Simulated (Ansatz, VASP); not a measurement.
One calculation of CdTe, two programs

```
CELL_PARAMETERS angstrom
0.00000 3.02844 3.02844
3.02844 0.00000 3.02844
3.02844 3.02844 0.00000
ATOMIC_POSITIONS crystal
Cd 0.50000 0.50000 0.50000
Te 0.00000 0.00000 0.00000
```

Alike in both runs: task single point; functional r2SCAN; dispersion D4; k mesh 6 × 6 × 6; occupations gaussian, width 0.05 eV; no spin polarisation.

|  | VASP | Ansatz |
| --- | --- | --- |
| version | VASP 6.6.1 | Ansatz 0.2.0 |
| potentials or method | VASP PAW PBE potentials, release 64 (Cd, Te) | scalar-relativistic, plane waves, PAW |
| plane-wave cutoff (eV) | 520 | 500 |
| valence electrons in the cell | 18 | 36 |

```tsv
	VASP	Ansatz	Ansatz less VASP
gap on the k mesh at the Fermi level (eV)	none	none	-
pressure (GPa)	0.3	0.0	-0.22
dispersion energy (meV/atom)	-151.6	-151.8	-0.20
```

A gap of «none» marks a metal or a gap that the smearing closes. The two sets of potentials don't hold the same shells in valence.

Caveats: the PAW data sets were made with another functional, which shifts forces and pressure a little (VASP); pairwise dispersion overbinds metals, which lowers pressure and volume. The runs have no spin-orbit coupling, so splittings on Te are missing.
